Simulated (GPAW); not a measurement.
The system is Au.

```xyz
1
Lattice="0.0000 2.0350 2.0350 2.0350 0.0000 2.0350 2.0350 2.0350 0.0000" Properties=species:S:1:pos:R:3 pbc="T T T"
Au    0.0000    0.0000    0.0000
```

* Program: GPAW 26.7.0
* Task: relaxation of cell and atoms
* Functional: BLYP
* Dispersion: D4
* Potentials or basis: PAW data sets generated in the run's folder for this functional
* Cutoff: 600 eV
* Basis: pw
* k mesh: 11 × 11 × 11
* Occupations: fermi-dirac, width 0.05 eV
* Spin: no spin polarisation

At the start: pressure 13.1 GPa; volume 16.85 Å³/atom.

Task: How do energy, volume and symmetry change on relaxing?

Result: Over 7 steps the energy falls by 48.9 meV/atom and the volume is 18.16 Å³/atom (+7.7 %); space group Fm-3m (No. 225, to 0.05 Å).

Step by step:
| step | energy change (eV) | largest force (eV/Å) | pressure (GPa) | volume (Å³) |
| --- | --- | --- | --- | --- |
| 1 | 0.0000 | 0.0000 | 13.09 | 16.85 |
| 2 | -0.0399 | 0.0000 | 5.08 | 17.57 |
| 3 | -0.0438 | 0.0000 | -3.39 | 18.62 |
| 4 | -0.0449 | 0.0000 | -3.03 | 18.56 |
| 5 | -0.0466 | 0.0000 | -2.32 | 18.46 |
| 6 | -0.0482 | 0.0000 | -1.32 | 18.32 |
| 7 | -0.0489 | 0.0000 | -0.12 | 18.16 |

Final structure:
```
CELL_PARAMETERS angstrom
0.00000 2.08615 2.08615
2.08615 0.00000 2.08615
2.08615 2.08615 0.00000
ATOMIC_POSITIONS crystal
Au 0.00000 0.00000 0.00000
```

Caveat: with this Au data set, volumes or pressures lay over 1.5 % or 2 GPa off other programs in two to four cells of ten; later steps reuse the first step's grids; pairwise dispersion overbinds metals, which lowers pressure and volume.
